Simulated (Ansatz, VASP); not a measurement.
This is a calculation of GaAs for VASP 6.6.1.

The input INCAR:

```
SYSTEM = GaAs
ALGO = Normal
EDIFF = 1E-6
ENCUT = 520
GGA = PE
ISIF = 2
ISMEAR = -1
LASPH = .TRUE.
LCHARG = .TRUE.
LELF = .TRUE.
LREAL = .FALSE.
LVHAR = .TRUE.
LWAVE = .FALSE.
NBANDS = 16
NELM = 60
PREC = Accurate
SIGMA = 0.05
```

KPOINTS

```
k-points
0
G
  4 4 4
  0 0 0
```

The input POSCAR:

```
GaAs
1.0
    0.0000000000      2.8268500000      2.8268500000
    2.8268500000      0.0000000000      2.8268500000
    2.8268500000      2.8268500000      0.0000000000
As Ga
1 1
Direct
    0.7500000000      0.7500000000      0.7500000000
    0.0000000000      0.0000000000      0.0000000000
```

Potentials or basis: VASP PAW PBE potentials, release 64 (As, Ga_d).

Launch:

```bash
$ cat potpaw_PBE.64/As/POTCAR potpaw_PBE.64/Ga_d/POTCAR > POTCAR
$ mpirun -np 1 vasp_std > vasp.out
```

Task: Set up the same calculation for Ansatz 0.2.0. Potentials there: all-electron PAW datasets made for the crystal.

Result: As run (the cutoff follows the program's own potentials):

File input.yaml:

```yaml
crystal:
  lattice:
    - [0.0, 2.82685, 2.82685]
    - [2.82685, 0.0, 2.82685]
    - [2.82685, 2.82685, 0.0]
  atoms:
    - { symbol: As, position: [0.75, 0.75, 0.75] }
    - { symbol: Ga, position: [0.0, 0.0, 0.0] }
kpoints:
  mp_grid: { grid: [4, 4, 4] }
scf:
  occupations: { method: fermi_dirac, width: 0.05 }
hamiltonian:
  xc: pbe
  pseudopotentials: { kind: all_electron, datasets: crystal }
output:
  forces: true
  stress: true
  eigenvalues: true
```

Potentials or basis: all-electron PAW datasets made for the crystal.

Command:

```console
$ ansatz run input.yaml --threads 1 --pin off --max-ram 3072MiB --backend cpu --events-out ev --progress --plain --runs-dir out
```

Both were run:

|  | VASP | Ansatz | Ansatz less VASP |
| --- | --- | --- | --- |
| gap on the k mesh at the Fermi level (eV) | 0.51 | 0.51 | +0.001 |
| least direct gap on the mesh (eV) | 0.51 | 0.51 | +0.001 |
| pressure (GPa) | 3.7 | 3.5 | -0.16 |

Ansatz ran all-electron here, so the differences hold the error of VASP's frozen core and of both bases.

Caveats: the k mesh is coarse (spacing up to 0.48 Å⁻¹), so the values aren't converged. Expect the measured gap to be larger: semilocal functionals such as PBE lack the derivative discontinuity. A k mesh can miss the band edges.
